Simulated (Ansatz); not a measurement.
Set up this calculation in Ansatz 0.2.0, as the native input.

* Task: single point
* Functional: PBE
* Potentials or basis: Ansatz PAW
* Cutoff: 420 eV (not typed: the program's choice for these potentials)
* k mesh: 7 × 7 × 7
* Occupations: gaussian, width 0.013 eV
* Spin: no spin polarisation

SnTe:

```xyz
2
Lattice="0.0000 3.1509 3.1509 3.1509 0.0000 3.1509 3.1509 3.1509 0.0000" Properties=species:S:1:pos:R:3 pbc="T T T"
Te    3.1509    3.1509    3.1509
Sn    0.0000    0.0000    0.0000
```

These files were run (other wordings do the same):

input.yaml

```yaml
crystal:
  lattice:
    - [0.0, 3.15085, 3.15085]
    - [3.15085, 0.0, 3.15085]
    - [3.15085, 3.15085, 0.0]
  atoms:
    - { symbol: Te, position: [0.5, 0.5, 0.5] }
    - { symbol: Sn, position: [0.0, 0.0, 0.0] }
hamiltonian:
  xc: pbe
  pseudopotentials: { kind: paw }
kpoints:
  mp_grid: { grid: [7, 7, 7] }
scf:
  occupations: { method: gaussian, width: 0.013 }
output:
  forces: true
  stress: true
  eigenvalues: true
```

Potentials or basis: Ansatz PAW.

The run is started by

```console
$ ansatz run input.yaml --threads 2 --pin off --max-ram 5632MiB --backend cpu --events-out ev --progress --plain --runs-dir out
```

Results of the run:

```yaml
Pressure: 2.2 GPa
```

Caveat: this odd mesh misses L, where the gap lies, so gap, dielectric constants and Born charges aren't listed.

Wall time 1.2 s on 2 threads of Intel(R) Xeon(R) Platinum 8488C (Sapphire Rapids), with other jobs on the host, peak memory 0.37 GiB.
